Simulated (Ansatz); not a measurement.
Write the native input for Ansatz 0.2.0 that does the following.

| Item | Value |
| --- | --- |
| Task | relaxation of cell and atoms |
| Functional | PBE |
| Potentials or basis | all-electron LAPW, scalar-relativistic |
| Basis error allowed | 0.001 eV/atom |
| k mesh | 9 × 9 × 9 |
| Occupations | fermi-dirac, width 0.05 eV |
| Spin | no spin polarisation |

LiCl:

```
CELL_PARAMETERS angstrom
0.00000 2.56477 2.56477
2.56477 0.00000 2.56477
2.56477 2.56477 0.00000
ATOMIC_POSITIONS crystal
Cl 0.50000 0.50000 0.50000
Li 0.00000 0.00000 0.00000
```

The input as run:

input.yaml

```yaml
crystal:
  lattice:
    - [0.0, 2.56477, 2.56477]
    - [2.56477, 0.0, 2.56477]
    - [2.56477, 2.56477, 0.0]
  atoms:
    - { symbol: Cl, position: [0.5, 0.5, 0.5] }
    - { symbol: Li, position: [0.0, 0.0, 0.0] }
kpoints:
  mp_grid: { grid: [9, 9, 9] }
scf:
  occupations: { method: fermi_dirac, width: 0.05 }
hamiltonian:
  xc: pbe
  pseudopotentials: { kind: all_electron, lapw: { basis_error: 0.001 } }
output:
  forces: true
  stress: true
relax:
  f_tol: 0.005
  max_steps: 60
  cell: {}
```

Potentials or basis: all-electron LAPW, scalar-relativistic.

Run with:

```console
$ ansatz run input.yaml --threads 1 --pin off --max-ram 3072MiB --backend cpu --events-out ev --progress --plain --runs-dir out
```

Results of the run:

The relaxed volume is 17.08 Å³/atom. The relaxed cell is a = 3.642 Å, b = 3.642 Å, c = 3.642 Å, α = 60.00°, β = 60.00°, γ = 60.00° and the space group after relaxing (to 0.05 Å) is Fm-3m (No. 225). The energy gained by relaxing is 0.3 meV/atom. The ionic steps are 4, the pressure after relaxing is 0.0 GPa and the band gap on the k mesh is 6.26 eV.

Caveat: an odd mesh through Γ misses points on the zone boundary, where band edges often lie.

It took 4.7 s on 1 thread of Arm Neoverse V2 (shared host), peak memory 0.23 GiB.
